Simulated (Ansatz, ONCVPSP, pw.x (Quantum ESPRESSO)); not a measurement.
**cobalt (Co): does the ONCV potential hold in the solid?**

ONCVPSP 4.0.1.1 (patched build) input, shortened (lines: element, Z, core and valence counts, functional; n l f; lmax; l rc ep ncon nbas qcut; lloc lpopt rc5 dvloc0; l nproj debl; icmod fcfact rcfact), PBE, scalar-relativistic:

```
  Co 27.00    5    2        4      upf
    1    0    2.00
    2    0    2.00
    2    1    6.00
    3    0    2.00
    3    1    6.00
    3    2    7.00
    4    0    2.00
    2
    0    2.50    0.00    5    8    2.90
    1    2.10    0.06    4    9    3.80
    2    1.40    0.00    4    9   11.90
    4    2    1.10    1.00
    0    2    1.40
    1    2    0.40
    2    1    1.80
    3    2.00    1.65
```

Crystal test: fcc Co in pw.x 7.5, no spin, 16³ k-points, Fermi–Dirac smearing 0.01 Ry, cutoffs 140/560 Ry. The reference is all-electron LAPW (Ansatz 0.2.0) with the same functional, mesh and smearing; V0 and B0 come from Birch–Murnaghan fits to the pressures at five volumes. Errors are pseudo minus all-electron; Δ is the rms difference of the E(V) curves that follow from these fits, minima aligned, over ±6 % about the mean V0. Mesh and smearing are coarse, so the numbers serve the comparison and aren't converged zero-temperature values; the lattice is a test structure that the element need not adopt. Spin polarisation and strong correlation are left out, which matters for this element.

All-electron: a0 = 3.461 Å (V0 = 10.36 Å³/atom), B0 = 248.3 GPa.

Q: How far does the potential miss the all-electron equation of state?

A: mean pressure error (GPa): -2.02; a0 (Å): 3.451; a0 error (%): -0.27; B0 error (%): +2.4; Δ (meV/atom): 4.6. The largest radius (2.50 bohr) exceeds half the bond length (2.31 bohr), so the spheres overlap, which is one possible source of error among others.

```json
{"V (Å³/atom)": "9.863", "P all-electron (GPa)": "13.76", "P pseudo (GPa)": "11.54"}
{"V (Å³/atom)": "10.122", "P all-electron (GPa)": "6.11", "P pseudo (GPa)": "4.03"}
{"V (Å³/atom)": "10.382", "P all-electron (GPa)": "-0.50", "P pseudo (GPa)": "-2.50"}
{"V (Å³/atom)": "10.642", "P all-electron (GPa)": "-6.23", "P pseudo (GPa)": "-8.15"}
{"V (Å³/atom)": "10.901", "P all-electron (GPa)": "-11.17", "P pseudo (GPa)": "-13.06"}
```

Q: At the middle volume, how do free energy and pressure move when the wave cutoff is lowered (ecutrho kept at four times it)?

A:

| cutoff (Ry) | shift of F (meV/atom) | shift of P (GPa) |
| --- | --- | --- |
| 63 | +25200.8 | -1327.59 |
| 84 | +3335.7 | -319.00 |
| 112 | +77.4 | -14.56 |

Input at the middle volume:

```
&control
  calculation='scf', prefix='x', pseudo_dir='./', outdir='./tmp', tstress=.true., disk_io='none'
/
&system
  ibrav=0, nat=1, ntyp=1, ecutwfc=140, ecutrho=560, nbnd=12,
  occupations='smearing', smearing='fd', degauss=0.01
/
&electrons
  conv_thr=1e-09, mixing_beta=0.4, electron_maxstep=70
/
ATOMIC_SPECIES
Co 1.0 Co.UPF
CELL_PARAMETERS angstrom
  0.00000000 1.73147813 1.73147813
  1.73147813 0.00000000 1.73147813
  1.73147813 1.73147813 0.00000000
ATOMIC_POSITIONS crystal
Co 0.0000 0.0000 0.0000
K_POINTS automatic
16 16 16 0 0 0
```

```bash
pw.x < Co.scf.in > Co.scf.out
```

Lines of the output:

```
Message from routine setup:
     using ibrav=0 with symmetry is DISCOURAGED, use correct ibrav instead
     lattice parameter (alat)  =       4.6273  a.u.
     unit-cell volume          =      70.0612 (a.u.)^3
     number of electrons       =         9.00
     number of Kohn-Sham states=           12
     kinetic-energy cutoff     =     140.0000  Ry
     charge density cutoff     =     560.0000  Ry
     scf convergence threshold =      1.0E-09
     Exchange-correlation= PBE
     number of k points=   145  Fermi-Dirac smearing, width (Ry)=  0.0100
     iteration #  1     ecut=   140.00 Ry     beta= 0.40
     total energy              =     -60.38834868 Ry
     estimated scf accuracy    <       0.01512060 Ry
     iteration #  2     ecut=   140.00 Ry     beta= 0.40
     total energy              =     -60.39203510 Ry
     estimated scf accuracy    <       0.00331182 Ry
     iteration #  3     ecut=   140.00 Ry     beta= 0.40
     negative rho (up, down):  1.418E-07 0.000E+00
     total energy              =     -60.39265358 Ry
     estimated scf accuracy    <       0.00039205 Ry
     iteration #  4     ecut=   140.00 Ry     beta= 0.40
     total energy              =     -60.39268496 Ry
     estimated scf accuracy    <       0.00000256 Ry
     iteration #  5     ecut=   140.00 Ry     beta= 0.40
     total energy              =     -60.39268561 Ry
     estimated scf accuracy    <       0.00000033 Ry
     iteration #  6     ecut=   140.00 Ry     beta= 0.40
     total energy              =     -60.39268563 Ry
     estimated scf accuracy    <          4.2E-09 Ry
     iteration #  7     ecut=   140.00 Ry     beta= 0.40
     the Fermi energy is    14.8469 ev
!    total energy              =     -60.39268563 Ry
     estimated scf accuracy    <          9.9E-10 Ry
     smearing contrib. (-TS)   =      -0.00978543 Ry
     The total energy is F=E-TS. E is the sum of the following terms:
     one-electron contribution =       0.99583758 Ry
     hartree contribution      =      11.24746837 Ry
     xc contribution           =     -15.87626428 Ry
     ewald contribution        =     -56.74994188 Ry
     convergence has been achieved in   7 iterations
          total   stress  (Ry/bohr**3)                   (kbar)     P=      -25.01
     Message from routine punch:
     Nothing written, as per user request (disk_io='none')
```

The run at the middle volume (145 k-points, 7 iterations) took about 14 s on one core of a shared host (AMD EPYC 9R45 96-Core Processor, 96 threads, 376 GiB, load 34).
